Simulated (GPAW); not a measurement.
Input of a GPAW 26.7.0 run:

run.py

```python
from ase.dft.bandgap import bandgap
from ase.io import read, write
from ase.units import Bohr, GPa
from gpaw import GPAW, PW
from gpaw.elf import elf_from_dft_calculation

atoms = read('POSCAR')

calc = GPAW(mode=PW(800),
            xc='PBE',
            kpts={'size': (10, 10, 2), 'gamma': True},
            occupations={'name': 'fermi-dirac', 'width': 0.05},
            nbands=46,
            convergence={'density': 1e-05, 'energy': 1e-05},
            maxiter=150,
            txt='gpaw.txt')
atoms.calc = calc
energy = atoms.get_potential_energy()
forces = atoms.get_forces()
stress = atoms.get_stress()
calc.write('gs.gpw')
write('result.traj', atoms)
print(f'Energy: {energy:.6f} eV')
print('Forces (eV/A):')
print(forces.round(4))
print('Stress (GPa):', (stress / GPa).round(3))
print('Fermi level:', round(calc.get_fermi_level(), 4), 'eV')
print(f'Gap: {bandgap(calc)[0]:.4f} eV, direct: {bandgap(calc, direct=True)[0]:.4f} eV')

# fields on the real-space grid
write('density.cube', atoms, data=calc.get_pseudo_density() * Bohr**3)
write('potential.cube', atoms, data=calc.get_electrostatic_potential())
write('elf.cube', atoms, data=elf_from_dft_calculation(calc).data)
```

File POSCAR:

```
SiC
1.0
    3.0950000000      0.0000000000      0.0000000000
   -1.5475000000      2.6803486247      0.0000000000
    0.0000000000      0.0000000000     15.1700000000
Si C
6 6
Direct
    0.6666666667      0.3333333333      0.4583000000
    0.3333333333      0.6666666667      0.9583000000
    0.6666666667      0.3333333333      0.7917000000
    0.3333333333      0.6666666667      0.2917000000
    0.0000000000      0.0000000000      0.6250000000
    0.0000000000      0.0000000000      0.1250000000
    0.6666666667      0.3333333333      0.3333000000
    0.3333333333      0.6666666667      0.8333000000
    0.6666666667      0.3333333333      0.6667000000
    0.3333333333      0.6666666667      0.1667000000
    0.0000000000      0.0000000000      0.5000000000
    0.0000000000      0.0000000000      0.0000000000
```

Potentials or basis: GPAW PAW data sets (gpaw-data 1.2.1), pw.

Command:

```sh
$ OMP_NUM_THREADS=1 python run.py
```

Question: Estimate the pressure.

Answer: 1.4 GPa.

Question: Predict the largest force.

Answer: 0.141 eV/Å.

Forces on the atoms (eV/Å):
```
Si   0.000  0.000  0.051
Si   0.000  0.000  0.051
Si   0.000  0.000  0.025
Si   0.000  0.000  0.025
Si   0.000  0.000  0.043
Si   0.000  0.000  0.043
C    0.000  0.000 -0.013
C    0.000  0.000 -0.013
C    0.000  0.000  0.035
C    0.000  0.000  0.035
C    0.000  0.000 -0.141
C    0.000  0.000 -0.141
```
